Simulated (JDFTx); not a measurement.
KBr:

```xyz
2
Lattice="0.0000 3.3000 3.3000 3.3000 0.0000 3.3000 3.3000 3.3000 0.0000" Properties=species:S:1:pos:R:3 pbc="T T T"
Br    3.3000    3.3000    3.3000
K     0.0000    0.0000    0.0000
```

Program: JDFTx 1.7.0 (patched build). Alike in all runs: task single point; no spin polarisation; cell as given.

**Question.** Order these runs on this cell by their band gap on the k mesh, lowest first.
A. level PBE; potentials or basis PseudoDojo-SR-PBE-0.5-standard; k mesh 7 × 7 × 7; cutoff (eV) 1007; smearing fermi-dirac 0.05 eV; density cutoff over wavefunction cutoff 4; SCF threshold on the energy 1e-08 Ha; mesh quality not flagged
B. level BJ06; potentials or basis SG15-PBE-1.2; k mesh 3 × 3 × 3; cutoff (eV) 1088; smearing fermi-dirac 0.05 eV; SCF threshold on the residual 1e-05; density cutoff over wavefunction cutoff 8; SCF threshold on the energy 1e-09 Ha; mesh quality coarse
C. level LDA; potentials or basis PseudoDojo-SR-LDA-0.4.1-standard with smoothed tails; k mesh 7 × 7 × 7; cutoff (eV) 980; smearing fermi-dirac 0.05 eV; density cutoff over wavefunction cutoff 8; SCF threshold on the energy 1e-09 Ha; local potential set to -Z/r beyond 6 bohr; pseudo rcut 6; mesh quality not flagged
D. level PBEsol; potentials or basis PseudoDojo-SR-PBEsol-0.4.1-standard with smoothed tails; k mesh 7 × 7 × 7; cutoff (eV) 1007; smearing fermi-dirac 0.05 eV; density cutoff over wavefunction cutoff 8; SCF threshold on the energy 1e-09 Ha; local potential set to -Z/r beyond 6 bohr; pseudo rcut 6; mesh quality not flagged
E. level GLLB-SC; potentials or basis PseudoDojo-SR-PBE-0.5-standard; k mesh 7 × 7 × 7; cutoff (eV) 1007; smearing fixed; SCF threshold on the residual 1e-05; density cutoff over wavefunction cutoff 8; SCF threshold on the energy 1e-09 Ha; mesh quality not flagged

**Answer.** C (4.03 eV), D (4.28 eV), A (4.44 eV), B (4.92 eV), E (5.71 eV).

Caveats: some runs use coarse meshes; the empty levels aren't tightly converged; an odd mesh through Γ misses points on the zone boundary, where band edges often lie; a model potential gives levels but no total energy (some runs); the gap lacks the derivative discontinuity (some runs).

Not every run made on this cell is shown here.
